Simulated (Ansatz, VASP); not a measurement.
**TiClO: VASP beside Ansatz**

Wanted: the spread between two codes on one cell, functional and k mesh. The cell is taken from a series of VASP runs on this material, whose earlier steps may have relaxed, scaled or displaced it; both programs get it as it stands.

Calculated with Ansatz 0.2.0; plane waves, with VASP 6.6.1 beside it; zone-centre phonons at PBEsol.

### 1. Starting point

It takes space group Pmmn (No. 59, orthorhombic). Conventional cell: a = 3.212 Å, b = 3.974 Å, c = 7.819 Å, α = 90.00°, β = 90.00°, γ = 90.00°. Ti has 4 O at 1.99 to 2.06 Å and 2 Cl at 2.39 Å nearest. Nearest to Cl lie 2 Ti at 2.39 Å. Nearest to O lie 4 Ti at 1.99 to 2.06 Å. Farther neighbours and most contacts between anions are not listed.

### 2. VASP: zone-centre phonons, PBEsol

Second derivatives magnify differences that forces hide, and they need a tight electronic threshold.

Lines of VASP's logs that name or quote its potential files are left out, and so is its time.

Contents of INCAR:

```
SYSTEM = TiClO
PREC = Accurate
ENCUT = 520
EDIFF = 1E-08
NELM = 100
ISMEAR = 1
SIGMA = 0.15
LREAL = .FALSE.
ALGO = Normal
GGA = PS
NBANDS = 31
LORBIT = 11
LWAVE = .FALSE.
LCHARG = .FALSE.
KPAR = 4
IBRION = 8
ISIF = 2
```

Contents of POSCAR:

```
TiClO
1.0
    3.2122206578      0.0000000000      0.0000000000
    0.0000000000      3.9737574534      0.0000000000
    0.0000000000      0.0000000000      7.8192747023
Ti Cl O
2 2 2
Direct
    0.5000000000      0.0000000000      0.0877839639
    0.0000000000      0.5000000000      0.9122160361
    0.0000000000      0.0000000000      0.3148825078
    0.5000000000      0.5000000000      0.6851174922
    0.5000000000      0.5000000000      0.0776594953
    0.0000000000      0.0000000000      0.9223405047
```

Contents of KPOINTS:

```
Automatic mesh
0
Gamma
10 10 6
0 0 0
```

PAW data sets: Ti_sv, Cl and O (PBE family, release 64).

Run with:

```bash
$ mpirun -np 4 vasp_std
```

Numbers of over 12 decimals in the logs are rounded to 6 here.

The program printed:

```text
[banner, memory and clock lines left out]
running    4 mpi-ranks, on    1 nodes
 distrk:  each k-point on    1 cores,    4 groups
 distr:  one band on    1 cores,    1 groups

 POSCAR found type information on POSCAR TiClO
 POSCAR found :  3 types and       6 ions
|                                                                             |
|               ----> ADVICE to this user running VASP <----                  |
|                                                                             |
|     You enforced a specific xc type in the INCAR file but a different       |
|     [... a line on the potential file left out ...]
|     I HOPE YOU KNOW WHAT YOU ARE DOING!                                     |
|                                                                             |

 LDA part: xc-table for (Slater+PW92), standard interpolation
 POSCAR, INCAR and KPOINTS ok, starting setup
 FFT: planning ... GRIDC
 FFT: planning ... GRID_SOFT
 FFT: planning ... GRID
 WAVECAR not read
 entering main loop
       N       E                     dE             d eps       ncg     rms          rms(c)
DAV:   1     0.648114218929E+03    0.64811E+03   -0.25133E+04  8928   0.173E+03
DAV:   2     0.471917678103E+02   -0.60092E+03   -0.58005E+03  9627   0.509E+02
DAV:   3    -0.469079650829E+02   -0.94100E+02   -0.92402E+02 14161   0.182E+02
DAV:   4    -0.534397994366E+02   -0.65318E+01   -0.64820E+01 13559   0.450E+01
DAV:   5    -0.538382943028E+02   -0.39849E+00   -0.39828E+00 12589   0.887E+00    0.240E+01
DAV:   6    -0.456807277474E+02    0.81576E+01   -0.51924E+01 12049   0.627E+01    0.916E+00
DAV:   7    -0.454828084844E+02    0.19792E+00   -0.68996E+00 12469   0.194E+01    0.640E+00
DAV:   8    -0.454432099402E+02    0.39599E-01   -0.12033E+00 11714   0.943E+00    0.162E+00
DAV:   9    -0.454104316305E+02    0.32778E-01   -0.20795E-01 12756   0.432E+00    0.893E-01
DAV:  10    -0.454123172803E+02   -0.18856E-02   -0.16897E-02 12177   0.102E+00    0.268E-01
DAV:  11    -0.454126401076E+02   -0.32283E-03   -0.18338E-03 12610   0.311E-01    0.816E-02
DAV:  12    -0.454127891392E+02   -0.14903E-03   -0.59769E-04 11643   0.187E-01    0.349E-02
DAV:  13    -0.454127956892E+02   -0.65500E-05   -0.10614E-04 12179   0.888E-02    0.318E-02
DAV:  14    -0.454128049816E+02   -0.92924E-05   -0.20511E-05 11614   0.313E-02    0.114E-02
DAV:  15    -0.454128075436E+02   -0.25620E-05   -0.83024E-06 12027   0.228E-02    0.341E-03
DAV:  16    -0.454128082827E+02   -0.73906E-06   -0.13555E-06 11057   0.730E-03    0.146E-03
DAV:  17    -0.454128083260E+02   -0.43327E-07   -0.10048E-07 10913   0.243E-03    0.497E-04
DAV:  18    -0.454128082913E+02    0.34665E-07   -0.38659E-08  9480   0.146E-03    0.406E-04
DAV:  19    -0.454128082961E+02   -0.47348E-08   -0.29385E-09  6844   0.497E-04
   1 F= -.45412808E+02 E0= -.45413419E+02  d E =0.183235E-02
 Linear response reoptimize wavefunctions to high precision
DAV:   1    -0.454128083002E+02   -0.41018E-08   -0.12329E-09  6613   0.279E-04
DAV:   2    -0.454128083002E+02   -0.20918E-10   -0.30535E-10  6739   0.146E-04
 Linear response DOF=           9
 Linear response progress:
  Degree of freedom:   1/  9
       N       E                     dE             d eps       ncg     rms          rms(c)
RMM:   1    -0.750718127208E+00   -0.75072E+00    0.28495E-01 11995   0.991E+01
RMM:   2    -0.721435270942E+00    0.29283E-01   -0.22115E-01 21678   0.329E+00    0.207E-01
RMM:   3    -0.718009863618E+00    0.34254E-02   -0.28237E-02 26632   0.889E-01    0.992E-02
RMM:   4    -0.718214694169E+00   -0.20483E-03   -0.16085E-02 29179   0.431E-01    0.288E-02
RMM:   5    -0.719008992174E+00   -0.79430E-03   -0.22345E-03 29800   0.171E-01    0.203E-02
RMM:   6    -0.719429106595E+00   -0.42011E-03   -0.56782E-04 29431   0.828E-02    0.204E-02
RMM:   7    -0.719788264200E+00   -0.35916E-03   -0.16687E-04 27135   0.495E-02    0.585E-03
RMM:   8    -0.720014136587E+00   -0.22587E-03   -0.64195E-05 29965   0.303E-02    0.163E-03
RMM:   9    -0.719971963136E+00    0.42173E-04   -0.25587E-05 30596   0.169E-02    0.686E-04
RMM:  10    -0.719988373158E+00   -0.16410E-04   -0.14366E-05 30531   0.107E-02    0.420E-04
RMM:  11    -0.720001003839E+00   -0.12631E-04   -0.95261E-06 30729   0.688E-03    0.190E-04
RMM:  12    -0.719996360864E+00    0.46430E-05   -0.60457E-06 30387   0.483E-03    0.150E-04
RMM:  13    -0.719997848373E+00   -0.14875E-05   -0.47419E-06 30323   0.357E-03    0.136E-04
RMM:  14    -0.719998899540E+00   -0.10512E-05   -0.40228E-06 30465   0.280E-03    0.134E-04
RMM:  15    -0.719998127499E+00    0.77204E-06   -0.26952E-06 29870   0.232E-03    0.244E-04
RMM:  16    -0.720001862629E+00   -0.37351E-05   -0.17523E-06 27145   0.205E-03    0.241E-05
RMM:  17    -0.720001604179E+00    0.25845E-06   -0.16426E-06 30341   0.173E-03    0.628E-05
[...]
RMM:   4    -0.196597656392E+00   -0.18572E-03   -0.17840E-04 26756   0.404E-02    0.166E-02
RMM:   5    -0.196768313693E+00   -0.17066E-03   -0.52887E-05 25038   0.268E-02    0.114E-02
RMM:   6    -0.196768025446E+00    0.28825E-06   -0.11480E-05 25213   0.145E-02    0.512E-03
RMM:   7    -0.196757141096E+00    0.10884E-04   -0.26644E-06 28831   0.641E-03    0.356E-03
RMM:   8    -0.196742758473E+00    0.14383E-04    0.21892E-05 27194   0.377E-03    0.667E-04
[...]
RMM:  14    -0.222589791730E+00   -0.17765E-06   -0.46623E-07 22750   0.914E-04    0.587E-05
RMM:  15    -0.222589895705E+00   -0.10397E-06   -0.18380E-06 22342   0.723E-04    0.645E-05
RMM:  16    -0.222590051391E+00   -0.15569E-06    0.31718E-06 21822   0.636E-04    0.212E-05
RMM:  17    -0.222590064030E+00   -0.12639E-07   -0.11156E-06 22407   0.568E-04    0.147E-05
RMM:  18    -0.222590032024E+00    0.32006E-07    0.17737E-06 22189   0.535E-04    0.518E-06
RMM:  19    -0.222590061419E+00   -0.29395E-07   -0.35062E-07 22775   0.511E-04    0.883E-06
RMM:  20    -0.222590052128E+00    0.92907E-08    0.24817E-06 22145   0.499E-04    0.956E-06
RMM:  21    -0.222590071816E+00   -0.19688E-07    0.70453E-08 21912   0.493E-04    0.264E-05
RMM:  22    -0.222590023346E+00    0.48470E-07    0.30173E-06 21905   0.488E-04    0.246E-05
RMM:  23    -0.222590087433E+00   -0.64086E-07    0.25261E-07 22302   0.485E-04    0.208E-05
RMM:  24    -0.222590043643E+00    0.43789E-07    0.28278E-06 21920   0.481E-04    0.229E-05
 first order change of Fermi-energy  -0.61714E+00
 force on displaced ion       3 direction 3 :   0.000   0.000 -10.690
 Linear response progress:
  Degree of freedom:   7/  9
       N       E                     dE             d eps       ncg     rms          rms(c)
RMM:   1    -0.371261329157E+00   -0.37126E+00    0.21162E-01 27312   0.292E+00
RMM:   2    -0.356355817821E+00    0.14906E-01   -0.20161E-02 22668   0.733E-01    0.152E-01
RMM:   3    -0.358489325032E+00   -0.21335E-02   -0.59998E-03 26796   0.273E-01    0.822E-02
RMM:   4    -0.359904287118E+00   -0.14150E-02   -0.15051E-03 27152   0.144E-01    0.297E-02
RMM:   5    -0.360300248030E+00   -0.39596E-03   -0.36515E-04 29113   0.642E-02    0.878E-03
RMM:   6    -0.360297348495E+00    0.28995E-05   -0.69546E-05 28940   0.291E-02    0.921E-03
RMM:   7    -0.360277325541E+00    0.20023E-04   -0.17111E-05 27748   0.158E-02    0.247E-03
RMM:   8    -0.360266826401E+00    0.10499E-04   -0.53556E-06 30538   0.846E-03    0.111E-03
RMM:   9    -0.360264431226E+00    0.23952E-05   -0.14418E-06 30095   0.456E-03    0.387E-04
RMM:  10    -0.360267014726E+00   -0.25835E-05   -0.84219E-07 30434   0.268E-03    0.243E-04
RMM:  11    -0.360267020330E+00   -0.56048E-08   -0.63638E-07 30295   0.163E-03    0.803E-05
RMM:  12    -0.360266780673E+00    0.23966E-06   -0.12813E-07 30355   0.104E-03    0.482E-05
RMM:  13    -0.360266760246E+00    0.20426E-07   -0.20677E-07 30206   0.717E-04    0.271E-05
RMM:  14    -0.360266767410E+00   -0.71635E-08   -0.56291E-08 30422   0.530E-04    0.127E-05
 first order change of Fermi-energy  -0.86597E-03
 force on displaced ion       5 direction 1 : -10.159   0.000  -0.046
 Linear response progress:
  Degree of freedom:   8/  9
       N       E                     dE             d eps       ncg     rms          rms(c)
RMM:   1    -0.381865827622E+00   -0.38187E+00    0.22841E-01 26787   0.310E+00
RMM:   2    -0.366544518894E+00    0.15321E-01   -0.32608E-02 23836   0.830E-01    0.151E-01
RMM:   3    -0.369557581450E+00   -0.30131E-02   -0.99379E-03 26198   0.315E-01    0.880E-02
RMM:   4    -0.371147703167E+00   -0.15901E-02   -0.26356E-03 27221   0.172E-01    0.376E-02
RMM:   5    -0.371623574549E+00   -0.47587E-03   -0.44601E-04 26033   0.960E-02    0.569E-02
RMM:   6    -0.371739533387E+00   -0.11596E-03   -0.12577E-04 24678   0.633E-02    0.870E-03
RMM:   7    -0.371723561561E+00    0.15972E-04   -0.79018E-05 30526   0.333E-02    0.255E-03
RMM:   8    -0.371729331986E+00   -0.57704E-05   -0.23586E-05 30817   0.169E-02    0.161E-03
RMM:   9    -0.371729401597E+00   -0.69612E-07   -0.87907E-06 30636   0.869E-03    0.109E-03
RMM:  10    -0.371728821698E+00    0.57990E-06   -0.56117E-06 30290   0.531E-03    0.468E-04
RMM:  11    -0.371727346230E+00    0.14755E-05   -0.29534E-06 30814   0.320E-03    0.121E-04
RMM:  12    -0.371728023429E+00   -0.67720E-06   -0.19277E-06 30774   0.200E-03    0.115E-04
RMM:  13    -0.371728003720E+00    0.19708E-07   -0.10056E-06 30772   0.132E-03    0.834E-05
RMM:  14    -0.371728054433E+00   -0.50713E-07   -0.79234E-07 30844   0.913E-04    0.948E-05
RMM:  15    -0.371728067882E+00   -0.13448E-07   -0.43647E-07 30299   0.658E-04    0.141E-04
RMM:  16    -0.371727926742E+00    0.14114E-06   -0.41858E-07 29049   0.526E-04    0.117E-04
RMM:  17    -0.371727890633E+00    0.36109E-07   -0.14123E-07 29858   0.420E-04    0.870E-05
RMM:  18    -0.371727903922E+00   -0.13289E-07   -0.16173E-07 30023   0.356E-04    0.712E-05
RMM:  19    -0.371727907778E+00   -0.38566E-08   -0.66072E-08 30011   0.311E-04    0.573E-05
 first order change of Fermi-energy  -0.27400E-02
 force on displaced ion       5 direction 2 :   0.000 -14.958   0.011
 Linear response progress:
  Degree of freedom:   9/  9
       N       E                     dE             d eps       ncg     rms          rms(c)
RMM:   1    -0.391612952357E+00   -0.39161E+00    0.19298E-01 20300   0.287E+00
RMM:   2    -0.374333947955E+00    0.17279E-01   -0.17490E-02 16877   0.700E-01    0.222E-01
RMM:   3    -0.376063946941E+00   -0.17300E-02   -0.54156E-03 17795   0.318E-01    0.126E-01
RMM:   4    -0.376711158312E+00   -0.64721E-03   -0.13352E-03 16984   0.216E-01    0.176E-01
RMM:   5    -0.377096230854E+00   -0.38507E-03   -0.83170E-04 16692   0.172E-01    0.498E-02
RMM:   6    -0.377451115579E+00   -0.35488E-03   -0.41440E-04 21578   0.833E-02    0.209E-02
RMM:   7    -0.377459209681E+00   -0.80941E-05   -0.13137E-04 22003   0.417E-02    0.120E-02
RMM:   8    -0.377471375023E+00   -0.12165E-04   -0.39708E-05 22674   0.221E-02    0.813E-03
RMM:   9    -0.377460625132E+00    0.10750E-04   -0.88509E-06 20670   0.137E-02    0.336E-03
RMM:  10    -0.377458525310E+00    0.20998E-05   -0.89107E-06 22808   0.771E-03    0.109E-03
RMM:  11    -0.377461375394E+00   -0.28501E-05   -0.55312E-06 23053   0.431E-03    0.512E-04
RMM:  12    -0.377462389163E+00   -0.10138E-05   -0.36391E-06 22713   0.263E-03    0.211E-04
RMM:  13    -0.377462886885E+00   -0.49772E-06   -0.30263E-06 22807   0.161E-03    0.192E-04
RMM:  14    -0.377462749534E+00    0.13735E-06   -0.11723E-06 21967   0.112E-03    0.107E-04
RMM:  15    -0.377462597674E+00    0.15186E-06   -0.15292E-06 22043   0.848E-04    0.112E-04
RMM:  16    -0.377462899370E+00   -0.30170E-06   -0.90696E-07 21473   0.671E-04    0.106E-04
RMM:  17    -0.377462886887E+00    0.12483E-07   -0.74960E-07 22831   0.505E-04    0.105E-04
 first order change of Fermi-energy  -0.11639E+01
 force on displaced ion       5 direction 3 :   0.000   0.000 -10.760
 Linear response finished
```

(Part 1 of 2 ends here.)

[Lines on the potential files, build, host, timing and source positions are cut from VASP's logs without a mark.]

[Logs are printed without paths, hosts, clocks, repeated set-up lines and the standing remarks that a program may print on its own settings, such as how far it seeks lower states.]

[Hosts, paths, dates, database ids (printed as entryN), source tags and the programs' standing remarks are cut or masked in the printed files.]
